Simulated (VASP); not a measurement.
The system is SiMo3.

```xyz
8
Lattice="0.0000 4.2729 4.2729 4.2729 0.0000 4.2729 4.2729 4.2729 0.0000" Properties=species:S:1:pos:R:3 pbc="T T T"
Si    0.0000    0.0000    0.0000
Si    4.2729    4.2729    4.2729
Mo    6.1887    4.2729    4.2729
Mo    2.3572    4.2729    4.2729
Mo    4.2729    6.1887    4.2729
Mo    4.2729    2.3572    4.2729
Mo    4.2729    4.2729    6.1887
Mo    4.2729    4.2729    2.3572
```

The cell was built by a generator and needn't be a form met in nature.

- Program: VASP 6.6.1
- Task: relaxation of cell and atoms
- Functional: PBE
- Potentials or basis: VASP PAW PBE potentials, release 64 (Si, Mo_sv)
- Cutoff: 520 eV
- k mesh: 4 × 4 × 4
- Occupations: gaussian, width 0.15 eV
- Spin: no spin polarisation

At the start: pressure 48.7 GPa; volume 19.50 Å³/atom.

Task: Where does the relaxation end?

Result: Over 14 steps the energy falls by 1155.5 meV/atom and the volume is 23.50 Å³/atom (+20.5 %); space group Pm-3m (No. 221, to 0.05 Å).

The path:
```tsv
step	energy change (eV)	largest force (eV/Å)	pressure (GPa)	volume (Å³)
1	0.0000	10.9546	48.72	156.03
2	1.6718	1.3448	-13.13	331.93
3	-1.3896	0.7023	-14.65	289.20
4	-4.3248	0.1379	-14.90	256.13
5	-8.9181	0.1667	-6.77	201.96
6	-8.7175	1.7771	7.30	178.35
7	-9.1867	0.3101	-2.66	192.67
8	-9.1961	0.4921	-1.16	190.36
9	-9.1961	0.4256	-1.55	191.09
10	-9.2406	0.0590	0.73	186.36
11	-9.2417	0.1101	0.65	186.88
12	-9.2416	0.1345	0.45	187.12
13	-9.2416	0.1210	0.44	187.05
14	-9.2444	0.0244	-0.25	188.03
```

Final structure:
```xyz
8
Lattice="0.0000 4.5471 4.5471 4.5471 0.0000 4.5471 4.5471 4.5471 0.0000" Properties=species:S:1:pos:R:3 pbc="T T T"
Si    4.5471    4.5471    0.0000
Si    4.5471    4.5471    4.5471
Mo    6.8215    4.5471    4.5471
Mo    2.2726    4.5471    4.5471
Mo    4.5471    6.8215    4.5471
Mo    4.5471    2.2726    4.5471
Mo    4.5471    4.5471    6.8215
Mo    4.5471    4.5471    2.2726
```

Caveat: the volume moved by over 15 % at a fixed basis, so the end points are rough.
